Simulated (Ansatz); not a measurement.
## GaN: relaxation of cell and atoms with PBE+D4

The system is GaN.

```
CELL_PARAMETERS angstrom
3.18000 0.00000 0.00000
-1.59000 2.75396 0.00000
0.00000 0.00000 5.16600
ATOMIC_POSITIONS crystal
Ga 0.66667 0.33333 0.50000
Ga 0.33333 0.66667 0.00000
N 0.66667 0.33333 0.87500
N 0.33333 0.66667 0.37500
```

```
Program             : Ansatz 0.2.0
Task                : relaxation of cell and atoms
Functional          : PBE
Dispersion          : D4
Potentials or basis : Ansatz PAW
Cutoff              : 420 eV (not typed: the program's choice for these potentials)
k mesh              : 10 × 10 × 5
Occupations         : fermi-dirac, width 0.05 eV
Spin                : no spin polarisation
```

```yaml
Relaxed_volume: 11.40 Å³/atom
Relaxed_cell: a = 3.185 Å, b = 3.185 Å, c = 5.190 Å, α = 90.00°, β = 90.00°, γ = 120.00°
Space_group_after_relaxing_to_0.05_Å: P6_3mc (No. 186)
Energy_gained_by_relaxing: 0.8 meV/atom
Ionic_steps: 7
Pressure_after_relaxing: 0.0 GPa
Band_gap_on_the_k_mesh: 1.92 eV, direct
```

The path:
```csv
step,energy change (eV),largest force (eV/Å),volume (Å³)
1,0.0000,0.1364,45.24
2,-0.0016,0.0966,45.45
3,-0.0020,0.0367,45.61
4,-0.0022,0.0009,45.58
5,-0.0034,0.0007,45.58
6,-0.0033,0.0000,45.59
7,-0.0034,0.0000,45.59
```

Final structure:
```
Ga N
1.0
     3.18507    0.00000    0.00000
    -1.59254    2.75836    0.00000
     0.00000    0.00000    5.18970
Ga N
2 2
Cartesian
  1.5925 0.9195 2.5907
  0.0000 1.8389 -0.0042
  1.5925 0.9195 4.5452
  0.0000 1.8389 1.9503
```

Levels at points of the mesh, in eV from the valence-band top:
| k point | band 16 | band 17 | band 18 | band 19 | band 20 | band 21 |
| --- | --- | --- | --- | --- | --- | --- |
| (0.00, 0.00, 0.00) | -0.04 | 0.00 | 0.00 | 1.92 | 4.27 | 9.20 |
| (0.00, -0.50, 0.00) | -2.74 | -2.21 | -1.00 | 5.08 | 5.57 | 6.05 |

Wall time 39 s on 2 threads of Intel(R) Xeon(R) Processor @ 2.50GHz (Skylake/Cascade Lake), on a shared host, peak memory 0.41 GiB.

Caveat: odd divisions of the mesh miss points on the zone boundary, where band edges often lie, so the gap on the mesh can be too wide; the plane-wave basis is chosen anew once the cell has moved, so the energies of steps on either side of that aren't comparable; the pressure holds a Pulay correction of +0.5 GPa for the finite cutoff. Zero-point motion and thermal expansion aren't in these numbers.
